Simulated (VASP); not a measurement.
# PtS2 (R3m) in VASP: single point with PBE

Aim: the single point of PtS2 with PBE.

All numbers are computed with VASP 6.6.1; they aren't measurements. Logs are shortened: lines on timing, memory, paths and dates and some standing lists are left out, and cuts for length are marked.

### Step 1. The structure

The structure is trigonal, space group R3m (No. 160). Conventional cell: a = 3.478 Å, b = 3.478 Å, c = 15.288 Å, α = 90.00°, β = 90.00°, γ = 120.00°. Pt (site symmetry 3m) is surrounded by 6 S at 2.41 to 2.48 Å. Around S (site symmetry 3m) lie 3 Pt at 2.48 Å and 1 S at 2.78 Å. S (site symmetry 3m) is surrounded by 3 Pt at 2.41 Å.

The cell was built by a generator and needn't be a form met in nature.

### Step 2. Single point, PBE

INCAR

```
SYSTEM = PtS2
PREC = Accurate ; ENCUT = 520
EDIFF = 1E-6 ; ISMEAR = -1
SIGMA = 0.02 ; LREAL = .False.
LASPH = .True. ; NELM = 100
ALGO = Fast ; ISIF = 2
LWAVE = .False. ; LCHARG = .False.
GGA = PE ; NBANDS = 18
```

KPOINTS

```
regular mesh
0
Gamma
  6 6 6
  0 0 0
```

POSCAR

```
PtS2
1.0
    1.7391392294      1.0040925022      5.0958703810
   -1.7391392294      1.0040925022      5.0958703810
    0.0000000000     -2.0081850045      5.0958703810
Pt S
1 2
Direct
   -0.0026256450     -0.0026256450     -0.0026256450
    0.4255983380      0.4255983380      0.4255983380
    0.2436939735      0.2436939735      0.2436939735
```

Potentials or basis: VASP PAW PBE potentials, release 64 (Pt, S).

Started as:

```console
$ cat potpaw_PBE.64/Pt/POTCAR potpaw_PBE.64/S/POTCAR > POTCAR
$ mpirun -np 1 vasp_std > vasp.out
```

OUTCAR:

```text
SYSTEM = PtS2
   PREC = Accurate
   ENCUT = 520
   EDIFF = 1E-6
   ISMEAR = -1
   LREAL = .False.
   LASPH = .True.
   NELM = 100
   ISIF = 2
   GGA = PE

 ion  position               nearest neighbor table
   1  0.997  0.997  0.997-   3 2.41   3 2.41   3 2.41   2 2.48   2 2.48   2 2.48
   2  0.426  0.426  0.426-   1 2.48   1 2.48   1 2.48   3 2.78
   3  0.244  0.244  0.244-   1 2.41   1 2.41   1 2.41   2 2.78

  LATTYP: Found a trigonal (rhomboedric) cell.
 ALAT       =     5.4772896538
 COS(alpha) =     0.7983643673

  Lattice vectors:

 A1 = (   1.7391392294,   1.0040925022,   5.0958703810)
 A2 = (  -1.7391392294,   1.0040925022,   5.0958703810)
 A3 = (   0.0000000000,  -2.0081850045,   5.0958703810)

Analysis of symmetry for initial positions (statically):
=====================================================================
 Subroutine PRICEL returns:
 Original cell was already a primitive cell.

 Routine SETGRP: Setting up the symmetry group for a
 trigonal (rhombohedral) supercell.

 Subroutine GETGRP returns: Found  6 space group operations
 (whereof  6 operations were pure point group operations)
 out of a pool of 12 trial point group operations.

The static configuration has the point symmetry C_3v.

Analysis of symmetry for dynamics (positions and initial velocities):
=====================================================================
 Subroutine PRICEL returns:
 Original cell was already a primitive cell.

 Routine SETGRP: Setting up the symmetry group for a
 trigonal (rhombohedral) supercell.

 Subroutine GETGRP returns: Found  6 space group operations
 (whereof  6 operations were pure point group operations)
 out of a pool of 12 trial point group operations.

The dynamic configuration has the point symmetry C_3v.

 Subroutine INISYM returns: Found  6 space group operations
 (whereof  6 operations are pure point group operations),
 and found     1 'primitive' translations

----------------------------------------------------------------------------------------

                                     Primitive cell

  volume of cell :      53.3922

  direct lattice vectors                    reciprocal lattice vectors
     1.739139229  1.004092502  5.095870381     0.287498546  0.165987363  0.065412443
    -1.739139229  1.004092502  5.095870381    -0.287498546  0.165987363  0.065412443
     0.000000000 -2.008185005  5.095870381     0.000000000 -0.331974726  0.065412443

  length of vectors
     5.477289654  5.477289654  5.477289654     0.338357808  0.338357808  0.338357808

  position of ions in fractional coordinates (direct lattice)
     0.997374355  0.997374355  0.997374355
     0.425598338  0.425598338  0.425598338
     0.243693974  0.243693974  0.243693974

  ion indices of the primitive-cell ions
   primitive index   ion index
                 1           1
                 2           2
                 3           3

----------------------------------------------------------------------------------------

 KPOINTS: regular mesh

Automatic generation of k-mesh.
 Grid dimensions read from file:
 generate k-points for:    6    6    6

 Generating k-lattice:

  Cartesian coordinates                     Fractional coordinates (reciprocal lattice)
     0.047916424  0.027664561  0.010902074     0.166666667 -0.000000000  0.000000000
    -0.047916424  0.027664561  0.010902074    -0.000000000  0.166666667  0.000000000
     0.000000000 -0.055329121  0.010902074    -0.000000000 -0.000000000  0.166666667

  Length of vectors
     0.056392968  0.056392968  0.056392968

  Shift w.r.t. Gamma in fractional coordinates (k-lattice)
     0.000000000  0.000000000  0.000000000

 Subroutine IBZKPT returns following result:
 ===========================================

 Found     32 irreducible k-points:

 Following reciprocal coordinates:
            Coordinates               Weight
  0.000000  0.000000  0.000000      1.000000
  0.166667  0.000000  0.000000      6.000000
  0.333333 -0.000000  0.000000      6.000000
  0.500000  0.000000  0.000000      3.000000
  0.166667  0.166667 -0.000000      6.000000
  0.333333  0.166667  0.000000     12.000000
[... 16 lines left out ...]
  0.500000  0.500000  0.166667      6.000000
 -0.333333  0.500000  0.166667     12.000000
 [... further k-points ...]
   k-points           NKPTS =     32   k-points in BZ     NKDIM =     32   number of bands    NBANDS=     18
   number of dos      NEDOS =    301   number of ions     NIONS =      3
   total plane-waves  NPLWV =  74088
   dimension x,y,z NGX =    42 NGY =   42 NGZ =   42
   dimension x,y,z NGXF=    84 NGYF=   84 NGZF=   84
   ions per type =               1   2
   NGX,Y,Z   is equivalent  to a cutoff of  12.75, 12.75, 12.75 a.u.
   NGXF,Y,Z  is equivalent  to a cutoff of  25.50, 25.50, 25.50 a.u.
 SYSTEM =  PtS2
   PREC   = accura    normal or accurate (medium, high low for compatibility)
   ISTART =      0    job   : 0-new  1-cont  2-samecut
   ICHARG =      2    charge: 1-file 2-atom 10-const
   ISPIN  =      1    spin polarized calculation?
   LNONCOLLINEAR =      F non collinear calculations
   LSORBIT =      F    spin-orbit coupling
   LASPH  =      T    aspherical Exc in radial PAW
   ENCUT  =  520.0 eV  38.22 Ry    6.18 a.u.  10.18 10.18 10.18*2*pi/ulx,y,z
   NELM   =    100;   NELMIN=  2; NELMDL= -5     # of ELM steps
   EDIFF  = 0.1E-05   stopping-criterion for ELM
[... 8 lines left out ...]
   TEBEG  =    0.0;   TEEND  =   0.0 temperature during run
   PSTRESS=    0.0 pullay stress
   NELECT =      22.0000    total number of electrons
   NUPDOWN=      -1.0000    fix difference up-down
   EMIN   =  10.00;   EMAX   =-10.00  energy-range for DOS
   EFERMI =   0.00;   METHOD = LEGACY
   ISMEAR =    -1;   SIGMA  =   0.02  broadening in eV -4-tet -1-fermi 0-gaus
   EFERMI_NEDOS =   21; number of points for ismear=-14 and -15
   IALGO  =     68    algorithm
   IMIX   =      4    mixing-type and parameters
     AMIX     =   0.40;   BMIX     =  1.00
     AMIX_MAG =   1.60;   BMIX_MAG =  1.00
  volume/ion in A,a.u.               =      17.80       120.10
  Fermi-wavevector in a.u.,A,eV,Ry     =   1.218213  2.302088 20.191623  1.484042
  Thomas-Fermi vector in A             =   2.353507
   LORBIT       =      0    0 simple, 1 ext, 2 COOP (PROOUT), +10 PAW based schemes
   GGA     = PE    functional components
   LHFCALC =     F    Hartree Fock is set to
   AEXX    =    0.0000 exact exchange contribution
   IVDW    =     0    specifies the selected vdW correction
   LEPSILON=     F    determine dielectric tensor
   LRPA    =     F    only Hartree local field effects (RPA)
 non-spin polarized calculation
 RMM-DIIS sequential band-by-band and
  energy-cutoff  :      520.00
  volume of cell :       53.39
 maximum number of plane-waves:      1456
 NGX is ok and might be reduce to    42
   NGX = 21   NGY = 21   NGZ = 21

 number of electron      22.0000000 magnetization

 Free energy of the ion-electron system (eV)
  ---------------------------------------------------
  ext. energy  EPLUGINS =         0.00000000
  ---------------------------------------------------
  free energy    TOTEN  =       -13.75121340 eV

  energy without entropy =      -13.74805958  energy(sigma->0) =      -13.74963649

 E-fermi :   7.4747     XC(G=0): -10.9417

 val. band max:        7.4216766173   @ k =   0.3333   0.1667   0.1667
 cond. band min:       7.4819784806   @ k =  -0.3333   0.5000   0.1667
 fundamental gap:      0.0603018632
 Fermi energy:         7.4746517989

 k-point     1 :       0.0000    0.0000    0.0000
  band No.  band energies     occupation
      1      -8.3376      2.00000
      2      -5.2452      2.00000
      3      -0.4371      2.00000
      4       1.8472      2.00000
      5       1.8472      2.00000
      6       2.7110      2.00000
[... 10 lines left out ...]
     17      15.6803      0.00000
     18      18.1542      0.00000

 k-point     2 :       0.1667    0.0000    0.0000
  band No.  band energies     occupation
      1      -8.0346      2.00000
      2      -5.2617      2.00000
      3      -0.1009      2.00000
      4       1.5167      2.00000
      5       2.0587      2.00000
      6       2.5255      2.00000
[... 10 lines left out ...]
     17      16.3498      0.00000
     18      16.4454      0.00000

 k-point     3 :       0.3333   -0.0000    0.0000
  band No.  band energies     occupation
      1      -7.3194      2.00000
      2      -5.2907      2.00000
      3       0.1452      2.00000
      4       1.1788      2.00000
      5       1.8389      2.00000
      6       2.5253      2.00000
[... 10 lines left out ...]
     17      17.3707      0.00000
     18      17.4195      0.00000

 k-point     4 :       0.5000    0.0000    0.0000
  band No.  band energies     occupation
      1      -6.8716      2.00000
      2      -5.3193      2.00000
      3      -0.0629      2.00000
      4       0.9967      2.00000
      5       1.6487      2.00000
      6       2.4170      2.00000
[... 10 lines left out ...]
     17      17.6509      0.00000
     18      17.9733      0.00000

 k-point     5 :       0.1667    0.1667   -0.0000
  band No.  band energies     occupation
      1      -7.9958      2.00000
      2      -5.3664      2.00000
      3       0.0478      2.00000
      4       1.5552      2.00000
      5       2.0416      2.00000
      6       2.5721      2.00000
[... 10 lines left out ...]
     17      16.5072      0.00000
     18      16.7578      0.00000

 k-point     6 :       0.3333    0.1667    0.0000
  band No.  band energies     occupation
      1      -7.4500      2.00000
      2      -5.4283      2.00000
      3       0.4287      2.00000
      4       1.2830      2.00000
      5       1.7208      2.00000
      6       2.7596      2.00000
[... 10 lines left out ...]
     17      16.0240      0.00000
     18      16.8557      0.00000

 k-point     7 :       0.5000    0.1667    0.0000
  band No.  band energies     occupation
      1      -6.8344      2.00000
      2      -5.4011      2.00000
      3       0.3348      2.00000
      4       0.8976      2.00000
      5       1.4708      2.00000
      6       2.9314      2.00000
[... 10 lines left out ...]
     17      16.5851      0.00000
     18      17.2461      0.00000

 k-point     8 :      -0.3333    0.1667    0.0000
  band No.  band energies     occupation
      1      -6.9006      2.00000
      2      -5.2937      2.00000
      3       0.1964      2.00000
      4       0.9265      2.00000
      5       1.6198      2.00000
      6       3.1097      2.00000
[... 10 lines left out ...]
     17      16.1726      0.00000
     18      17.7962      0.00000
[... 229 lines left out ...]
     17      16.5323      0.00000
     18      16.6519      0.00000

 k-point    20 :       0.5000    0.3333    0.1667
  band No.  band energies     occupation
      1      -7.1933      2.00000
      2      -5.8803      2.00000
      3       0.8517      2.00000
      4       1.3691      2.00000
      5       1.8615      2.00000
      6       2.5444      2.00000
[... 10 lines left out ...]
     17      15.4436      0.00000
     18      17.2272      0.00000

 k-point    21 :      -0.3333    0.3333    0.1667
  band No.  band energies     occupation
      1      -6.6884      2.00000
      2      -5.6287      2.00000
      3       0.3976      2.00000
      4       1.1307      2.00000
      5       1.7314      2.00000
      6       2.4925      2.00000
[... 10 lines left out ...]
     17      16.6007      0.00000
     18      17.0906      0.00000

 k-point    22 :      -0.1667    0.3333    0.1667
  band No.  band energies     occupation
      1      -6.8502      2.00000
      2      -5.3890      2.00000
      3       0.2690      2.00000
      4       1.0628      2.00000
      5       1.8256      2.00000
      6       2.8207      2.00000
[... 10 lines left out ...]
     17      16.1827      0.00000
     18      17.2866      0.00000

 k-point    23 :       0.5000    0.5000    0.1667
  band No.  band energies     occupation
      1      -6.9178      2.00000
      2      -5.9693      2.00000
      3       0.7074      2.00000
      4       1.3970      2.00000
      5       2.0509      2.00000
      6       2.4209      2.00000
[... 10 lines left out ...]
     17      15.6428      0.00000
     18      16.8078      0.00000

 k-point    24 :      -0.3333    0.5000    0.1667
  band No.  band energies     occupation
      1      -6.6015      2.00000
      2      -5.7569      2.00000
      3       0.5531      2.00000
      4       1.1268      2.00000
      5       2.0160      2.00000
      6       2.4344      2.00000
[... 10 lines left out ...]
     17      15.9157      0.00000
     18      17.0501      0.00000

 [... further k-points ...]

------------------------ aborting loop because EDIFF is reached ----------------------------------------

  FORCE on cell =-STRESS in cart. coord.  units (eV):
  Direction    XX          YY          ZZ          XY          YZ          ZX
  --------------------------------------------------------------------------------------
  -------------------------------------------------------------------------------------
  Total        1.1186326      1.1186326      0.7499469      0.0000000     -0.0000000      0.0000000
  in kB       33.5676044     33.5676044     22.5041896      0.0000000     -0.0000000      0.0000000
  external PRESSURE =      29.8797995 kB  Pullay stress =       0.0000000 kB

 VOLUME and BASIS-vectors are now :
 -----------------------------------------------------------------------------
  energy-cutoff  :      520.00
  volume of cell :       53.39
      direct lattice vectors                 reciprocal lattice vectors
     1.739139229  1.004092502  5.095870381     0.287498546  0.165987363  0.065412443
    -1.739139229  1.004092502  5.095870381    -0.287498546  0.165987363  0.065412443
     0.000000000 -2.008185005  5.095870381     0.000000000 -0.331974726  0.065412443

 POSITION                                       TOTAL-FORCE (eV/Angst)
 -----------------------------------------------------------------------------------
      0.00000     -0.00000     15.24747         0.000000     -0.000000      0.044482
      0.00000     -0.00000      6.50638         0.000000     -0.000000      0.153204
      0.00000     -0.00000      3.72550         0.000000      0.000000     -0.197686
 -----------------------------------------------------------------------------------
    total drift:                                0.000000      0.000000     -0.000125

  FREE ENERGIE OF THE ION-ELECTRON SYSTEM (eV)
  ---------------------------------------------------
  free  energy   TOTEN  =       -13.7512134017 eV

  energy  without entropy=      -13.7480595782  energy(sigma->0) =      -13.74963649
```

Run time: 70 s. Hardware: 1 thread of Intel Xeon Platinum 8488C (Sapphire Rapids), shared host; peak memory 0.25 GiB.

Results:

| Item | Value |
| --- | --- |
| Free energy | -13.7512 eV |
| Pressure | 3.0 GPa |
| Largest force | 0.198 eV/Å |
| Band gap on the k mesh | none (metal or under the smearing width) |

Forces in eV/Å, atoms in the order of the input:
```
Pt   0.000  0.000  0.044
S    0.000  0.000  0.153
S    0.000  0.000 -0.198
```

Levels at points of the mesh, in eV from the Fermi level:
| k point | band 7 | band 8 | band 9 | band 10 | band 11 | band 12 | band 13 | band 14 | band 15 | band 16 |
| --- | --- | --- | --- | --- | --- | --- | --- | --- | --- | --- |
| (0.00, 0.00, 0.00) | -4.76 | -2.80 | -0.26 | -0.26 | 0.42 | 0.79 | 0.79 | 2.89 | 6.29 | 8.21 |
| (0.50, 0.00, 0.00) | -3.78 | -3.16 | -2.47 | -2.14 | -1.49 | 0.52 | 1.14 | 3.65 | 5.55 | 6.70 |
| (0.50, 0.50, 0.00) | -4.11 | -3.46 | -2.76 | -2.14 | -2.05 | 0.40 | 1.78 | 4.55 | 7.09 | 7.48 |
| (0.50, 0.50, 0.50) | -4.71 | -3.02 | -1.92 | 0.15 | 0.15 | 0.39 | 0.39 | 3.43 | 7.02 | 7.57 |

The run has no spin-orbit coupling, so splittings on Pt are missing.
